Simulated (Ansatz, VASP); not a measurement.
# Ag in VASP and in Ansatz

File INCAR:

```
ALGO = Fast
EDIFF = 1E-6
ENCUT = 520
GGA = PE
ISIF = 2
ISMEAR = 0
LASPH = True
LCHARG = True
LELF = True
LREAL = False
LVHAR = True
LWAVE = False
NBANDS = 54
NELM = 100
PREC = Accurate
SIGMA = 0.1
```

The input KPOINTS:

```
k-points
0
Gamma
  6 6 2
```

POSCAR

```
Ag
1.0
    3.5284387767      0.0000000000      0.0000000000
   -1.7642193883      3.0557176163      0.0000000000
    0.0000000000      0.0000000000     11.5237763669
Ag
8
Direct
    0.0000000000      0.0000000000      0.0937500000
    0.0000000000      0.0000000000      0.5937500000
    0.0000000000      0.0000000000      0.4062500000
    0.0000000000      0.0000000000      0.9062500000
    0.3333333333      0.6666666667      0.1562500000
    0.6666666667      0.3333333333      0.6562500000
    0.3333333333      0.6666666667      0.3437500000
    0.6666666667      0.3333333333      0.8437500000
```

Input for Ansatz:

```yaml
crystal:
  lattice:
    - [3.5284387767, 0.0, 0.0]
    - [-1.7642193883, 3.0557176163, 0.0]
    - [0.0, 0.0, 11.5237763669]
  atoms:
    - { symbol: Ag, position: [0.0, 0.0, 0.09375] }
    - { symbol: Ag, position: [0.0, 0.0, 0.59375] }
    - { symbol: Ag, position: [0.0, 0.0, 0.40625] }
    - { symbol: Ag, position: [0.0, 0.0, 0.90625] }
    - { symbol: Ag, position: [0.3333333333, 0.6666666667, 0.15625] }
    - { symbol: Ag, position: [0.6666666667, 0.3333333333, 0.65625] }
    - { symbol: Ag, position: [0.3333333333, 0.6666666667, 0.34375] }
    - { symbol: Ag, position: [0.6666666667, 0.3333333333, 0.84375] }
basis:
  ecutwfc: 420
kpoints:
  mp_grid: { grid: [6, 6, 2] }
hamiltonian:
  xc: pbe
scf:
  occupations: { method: gaussian, width: 0.1 }
  lower_state_search: "off"
output:
  forces: true
  stress: true
  eigenvalues: true
```

Alike in both runs: task single point; functional PBE; k mesh 6 × 6 × 2; occupations gaussian, width 0.1 eV; no spin polarisation.

```csv
,VASP,Ansatz
version,VASP 6.6.1,Ansatz 0.2.0
potentials or method,"VASP PAW PBE potentials, release 64 (Ag)","scalar-relativistic, plane waves, PAW"
plane-wave cutoff (eV),520,420
valence electrons in the cell,88,152
```

|  | VASP | Ansatz | Ansatz less VASP |
| --- | --- | --- | --- |
| gap on the k mesh at the Fermi level (eV) | none | none | - |
| rms of the force components (eV/Å) | 0.046 | 0.046 | -0.0004 |

Atom by atom the forces differ by 0.001 eV/Å (rms over components). A gap of «none» marks a metal or a gap that the smearing closes. The two sets of potentials don't hold the same shells in valence.
